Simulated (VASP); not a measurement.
# BN (F-43m) in VASP: settings compared, part 2 of 2

VASP 6.6.1. Earlier steps stand in the parts before.

## Step 3: Single point, r2SCAN+D4

POSCAR

```
BN
1.0
    0.0000000000      1.8048245542      1.8048245542
    1.8048245542      0.0000000000      1.8048245542
    1.8048245542      1.8048245542      0.0000000000
B N
1 1
Direct
    0.0000000000      0.0000000000      0.0000000000
    0.2500000000      0.2500000000      0.2500000000
```

INCAR.step1

```
ALGO     = Normal         # electronic algorithm
EDIFF    = 1E-5           # SCF threshold, eV
ENCUT    = 1460           # plane-wave cutoff, eV
GGA      = PE             # functional
GGA_COMPAT= False        
ISMEAR   = 0              # smearing method
LASPH    = True           # aspherical terms in the spheres
LCHARG   = False          # write CHGCAR
LREAL    = False          # projectors in reciprocal space
LWAVE    = True           # write WAVECAR
NBANDS   = 11             # bands
NELM     = 120            # most SCF steps
PREC     = Accurate       # precision mode
SIGMA    = 0.01           # smearing width, eV
```

INCAR.step2

```
ALGO     = Normal         # electronic algorithm
EDIFF    = 1E-6           # SCF threshold, eV
ENCUT    = 1460           # plane-wave cutoff, eV
GGA_COMPAT= False        
ISIF     = 2              # what is computed and relaxed
ISMEAR   = 0              # smearing method
ISTART   = 1            
IVDW     = 13             # dispersion correction
LASPH    = True           # aspherical terms in the spheres
LCHARG   = False          # write CHGCAR
LMIXTAU  = True         
LREAL    = False          # projectors in reciprocal space
LWAVE    = False          # write WAVECAR
METAGGA  = R2SCAN         # meta-GGA
NBANDS   = 11             # bands
NELM     = 120            # most SCF steps
PREC     = Accurate       # precision mode
SIGMA    = 0.01           # smearing width, eV
VDW_A1   = 0.51559235   
VDW_A2   = 5.77342911   
VDW_S6   = 1.0          
VDW_S8   = 0.6018749
```

KPOINTS

```
k-points
0
Gamma
  8 8 8
```

Potentials or basis: VASP PAW PBE potentials, release 64 (B_h, N_h).

Run with:

```
> cat potpaw_PBE.64/B_h/POTCAR potpaw_PBE.64/N_h/POTCAR > POTCAR
> cp INCAR.step1 INCAR
> mpirun -np 1 vasp_std > vasp.out
> cp INCAR.step2 INCAR
> mpirun -np 1 vasp_std > vasp.out
```

OUTCAR:

```text
EDIFF = 1E-6
   ENCUT = 1460
   ISIF = 2
   ISMEAR = 0
   ISTART = 1
   IVDW = 13
   LASPH = True
   LREAL = False
   METAGGA = R2SCAN
   NELM = 120
   PREC = Accurate

 ion  position               nearest neighbor table
   1  0.000  0.000  0.000-
   2  0.250  0.250  0.250-

  LATTYP: Found a face centered cubic cell.
 ALAT       =     3.6096491084

  Lattice vectors:

 A1 = (   0.0000000000,   1.8048245542,   1.8048245542)
 A2 = (   1.8048245542,   0.0000000000,   1.8048245542)
 A3 = (   1.8048245542,   1.8048245542,   0.0000000000)

Analysis of symmetry for initial positions (statically):
=====================================================================
 Subroutine PRICEL returns:
 Original cell was already a primitive cell.

 Routine SETGRP: Setting up the symmetry group for a
 face centered cubic supercell.

 Subroutine GETGRP returns: Found 24 space group operations
 (whereof 24 operations were pure point group operations)
 out of a pool of 48 trial point group operations.

The static configuration has the point symmetry T_d .

Analysis of symmetry for dynamics (positions and initial velocities):
=====================================================================
 Subroutine PRICEL returns:
 Original cell was already a primitive cell.

 Routine SETGRP: Setting up the symmetry group for a
 face centered cubic supercell.

 Subroutine GETGRP returns: Found 24 space group operations
 (whereof 24 operations were pure point group operations)
 out of a pool of 48 trial point group operations.

The dynamic configuration has the point symmetry T_d .

 Subroutine INISYM returns: Found 24 space group operations
 (whereof 24 operations are pure point group operations),
 and found     1 'primitive' translations

----------------------------------------------------------------------------------------

                                     Primitive cell

[... 115 lines left out ...]
   METAGGA = R2SCAN    functional components
   LHFCALC =     F    Hartree Fock is set to
   AEXX    =    0.0000 exact exchange contribution
   IVDW    =    13    specifies the selected vdW correction
   LEPSILON=     F    determine dielectric tensor
   LRPA    =     F    only Hartree local field effects (RPA)
 non-spin polarized calculation
 Gauss-broadening in eV      SIGMA  =   0.01
  energy-cutoff  :     1460.00
  volume of cell :       11.76
 maximum number of plane-waves:      1524
   NGX = 15   NGY = 15   NGZ = 15

 number of electron       8.0000000 magnetization

 Free energy of the ion-electron system (eV)
  ---------------------------------------------------
  ext. energy  EPLUGINS =         0.00000000
  ---------------------------------------------------
  free energy    TOTEN  =       -19.20374124 eV

  energy without entropy =      -19.20374124  energy(sigma->0) =      -19.20374124

 E-fermi :   9.0744     XC(G=0): -13.7800

 val. band max:        8.9855423928   @ k =   0.0000   0.0000   0.0000
 cond. band min:      13.9834070325   @ k =   0.5000   0.5000   0.0000
 fundamental gap:      4.9978646397
 Fermi energy:         9.0744483096

 k-point     1 :       0.0000    0.0000    0.0000
  band No.  band energies     occupation
      1     -12.3488      2.00000
      2       8.9855      2.00000
      3       8.9855      2.00000
      4       8.9855      2.00000
      5      18.5571      0.00000
      6      18.5571      0.00000
      7      18.5571      0.00000
      8      20.1252      0.00000
      9      35.2146      0.00000
     10      37.7429      0.00000
     11      37.7429      0.00000
[... 309 lines left out ...]
 k-point    24 :      -0.3750    0.2500    0.1250
  band No.  band energies     occupation
      1      -7.3085      2.00000
      2      -1.0968      2.00000
      3       3.9361      2.00000
      4       5.4042      2.00000
      5      19.3342      0.00000
      6      20.9836      0.00000
      7      24.3993      0.00000
      8      25.9512      0.00000
      9      29.6840      0.00000
     10      36.3585      0.00000
     11      38.0294      0.00000

 [... further k-points ...]

------------------------ aborting loop because EDIFF is reached ----------------------------------------

  DFT-D4 for vdW energy calculation

  Edisp (eV):   -0.19623

  FORCE on cell =-STRESS in cart. coord.  units (eV):
  Direction    XX          YY          ZZ          XY          YZ          ZX
  --------------------------------------------------------------------------------------
  -------------------------------------------------------------------------------------
  Total      -0.19785    -0.19785    -0.19785     0.00000     0.00000    -0.00000
  in kB     -26.95898   -26.95898   -26.95898     0.00000     0.00000    -0.00000
  external pressure =      -26.96 kB  Pullay stress =        0.00 kB

 VOLUME and BASIS-vectors are now :
 -----------------------------------------------------------------------------
  energy-cutoff  :     1460.00
  volume of cell :       11.76
      direct lattice vectors                 reciprocal lattice vectors
     0.000000000  1.804824554  1.804824554    -0.277035238  0.277035238  0.277035238
     1.804824554  0.000000000  1.804824554     0.277035238 -0.277035238  0.277035238
     1.804824554  1.804824554  0.000000000     0.277035238  0.277035238 -0.277035238

 POSITION                                       TOTAL-FORCE (eV/Angst)
 -----------------------------------------------------------------------------------
      0.00000      0.00000      0.00000         0.000000      0.000000      0.000000
      0.90241      0.90241      0.90241        -0.000000     -0.000000     -0.000000
 -----------------------------------------------------------------------------------
    total drift:                               -0.000000     -0.000000     -0.000000

  FREE ENERGIE OF THE ION-ELECTRON SYSTEM (eV)
  ---------------------------------------------------
  free  energy   TOTEN  =       -19.3999692461 eV

  energy  without entropy=      -19.3999692461  energy(sigma->0) =      -19.39996925
```

OUTCAR.step1:

```text
EDIFF = 1E-5
   ENCUT = 1460
   GGA = PE
   ISMEAR = 0
   LASPH = True
[... 556 lines left out ...]
 -----------------------------------------------------------------------------------
      0.00000      0.00000      0.00000        -0.000000     -0.000000     -0.000000
      0.90241      0.90241      0.90241         0.000000      0.000000      0.000000
 -----------------------------------------------------------------------------------
    total drift:                               -0.000000     -0.000000     -0.000000

  FREE ENERGIE OF THE ION-ELECTRON SYSTEM (eV)
  ---------------------------------------------------
  free  energy   TOTEN  =       -17.4692029063 eV

  energy  without entropy=      -17.4692029063  energy(sigma->0) =      -17.46920291
```

OSZICAR.step1:

```text
N       E                     dE             d eps       ncg     rms          rms(c)
DAV:   1     0.326239316496E+02    0.32624E+02   -0.82655E+03   638   0.160E+03
DAV:   2    -0.161947668229E+02   -0.48819E+02   -0.45458E+02   891   0.221E+02
DAV:   3    -0.184039781011E+02   -0.22092E+01   -0.22020E+01   785   0.409E+01
DAV:   4    -0.184120377312E+02   -0.80596E-02   -0.80589E-02   698   0.288E+00
DAV:   5    -0.184120707681E+02   -0.33037E-04   -0.33037E-04   740   0.184E-01    0.602E+00
DAV:   6    -0.175458276229E+02    0.86624E+00   -0.29201E+00   653   0.955E+00    0.234E+00
DAV:   7    -0.174815053515E+02    0.64322E-01   -0.12786E-01   719   0.294E+00    0.122E+00
DAV:   8    -0.174688611246E+02    0.12644E-01   -0.38396E-02   727   0.140E+00    0.145E-01
DAV:   9    -0.174691451553E+02   -0.28403E-03   -0.23313E-03   685   0.328E-01    0.705E-02
DAV:  10    -0.174691967393E+02   -0.51584E-04   -0.22578E-04   726   0.129E-01    0.125E-02
DAV:  11    -0.174692029063E+02   -0.61671E-05   -0.20802E-05   709   0.414E-02
   1 F= -.17469203E+02 E0= -.17469203E+02  d E =-.852216E-27
```

Wall time 38 s (1 thread of Intel Xeon Platinum 8259CL at 2.50GHz (Skylake/Cascade Lake), shared host); peak memory 0.18 GiB.

Results:

```yaml
Free_energy: -19.4000 eV
Pressure: -2.7 GPa
Band_gap_on_the_k_mesh: 5.00 eV (least direct gap 9.57 eV)
Dispersion_energy_per_atom: -0.098 eV
```

Caveat: the PAW data sets were made with another functional, which shifts forces and pressure a little. r2SCAN opens gaps a little over a GGA but as a rule still falls short of measured ones.

## Step 4: How close it comes

Step 2. Measured gap of BN: 6.4 eV (indirect; 300 K; a printed reference work, monograph). This calculation gives 5.00 eV (-1.40 eV). The value is that of r2SCAN on a finite k mesh, which can miss the band edges, without temperature or zero-point motion.
